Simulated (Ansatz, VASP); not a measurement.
# Two plane-wave programs on MgS

```
Mg S
1.0
     0.00000    2.59121    2.59121
     2.59121    0.00000    2.59121
     2.59121    2.59121    0.00000
Mg S
1 1
Direct
  0.00000 0.00000 0.00000
  0.50000 0.50000 0.50000
```

Alike in both runs: task single point; functional PBEsol; k mesh 6 × 6 × 6; no spin polarisation.

|  | VASP | Ansatz |
| --- | --- | --- |
| version | VASP 6.6.1 | Ansatz 0.2.0 |
| potentials or method | VASP PAW PBE potentials, release 64 (Mg, S) | scalar-relativistic, plane waves, PAW |
| plane-wave cutoff (eV) | 520 | 420 |
| occupations | gaussian, width 0.01 eV | fixed |
| valence electrons in the cell | 8 | 16 |

```tsv
	VASP	Ansatz	Ansatz less VASP
gap on the k mesh at the Fermi level (eV)	2.73	2.73	-0.001
least direct gap on the mesh (eV)	3.69	3.69	+0.001
```

The two sets of potentials don't hold the same shells in valence. Ansatz warned: «pseudo_functional_mismatch».

 A k mesh can miss the band edges. As with any semilocal functional, this PBEsol gap is likely too small.
